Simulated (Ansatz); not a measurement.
## GaN in Ansatz: the effect of target pressure

Crystal: GaN.

```
Ga N
1.0
     3.18000    0.00000    0.00000
    -1.59000    2.75396    0.00000
     0.00000    0.00000    5.16600
Ga N
2 2
Direct
  0.66667 0.33333 0.50000
  0.33333 0.66667 0.00000
  0.66667 0.33333 0.87500
  0.33333 0.66667 0.37500
```

Alike in all runs:

```yaml
Program: Ansatz 0.2.0
Task: relaxation of cell and atoms
Functional: PBEsol
Potentials_or_basis: all-electron LAPW, scalar-relativistic
Basis_error_allowed: 0.002 eV/atom
k_mesh: 10 × 10 × 5
Occupations: fermi-dirac, width 0.05 eV
Spin: no spin polarisation
```

Each run relaxes the cell or the atoms first.

| target pressure | relaxed volume (Å³/atom) | gap on the mesh (eV) |
| --- | --- | --- |
| 0 GPa | 11.37 | 1.89 |
| 5 GPa | 11.09 | 2.06 |
| 10 GPa | ? | ? |
| 20 GPa | 10.42 | 2.47 |
| 30 GPa | 10.06 | 2.69 |

**Question.** What does the run with target pressure 10 GPa give?

**Answer.** Relaxed volume 10.84 Å³/atom; gap on the mesh 2.21 eV.

Worked out: In Murnaghan's law V^(-B') rises as a straight line in P. The other rows fit best with B' = 3.7, V0 = 11.37 Å³/atom and B0 = 194 GPa, which gives 10.85 Å³/atom at 10 GPa, against the run's 10.84. A parabola through the other rows of the gap on the mesh, of slope 0.029 eV per GPa there, gives 2.21 eV, against the run's 2.21.

Caveats: an odd mesh through Γ misses points on the zone boundary, where band edges often lie.
